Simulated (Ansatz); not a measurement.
The system is In.

```
In
1.0
    -1.62547    1.62547    2.47370
     1.62547   -1.62547    2.47370
     1.62547    1.62547   -2.47370
In
1
Direct
  0.00000 0.00000 0.00000
```

Base run:

| Property | Result |
| --- | --- |
| Program | Ansatz 0.2.0 |
| Functional | revPBE |
| Potentials or basis | Ansatz PAW |
| Cutoff | 420 eV (not typed: the program's choice for these potentials) |
| k mesh | 11 × 11 × 11 |
| Occupations | fermi-dirac, width 0.05 eV |
| Spin | no spin polarisation |

Its results: band gap on the k mesh none (metal or under the smearing width); pressure 3.3 GPa.

Q: After a change of settings the same cell gave: band gap on the k mesh none (metal or under the smearing width); pressure 3.7 GPa. Which change was it?
A. functional from revPBE to PBE; occupations from fermi-dirac, width 0.05 eV to gaussian, width 0.011 eV
B. functional from revPBE to PBEsol
C. functional from revPBE to PBE
D. functional from revPBE to RPBE

A: D.

Caveats: spin-orbit coupling is left out, which moves the levels of the heavy elements; the PAW data sets come from PBE, with cores solved anew for the run's functional, which leaves a small shift of forces and pressure.
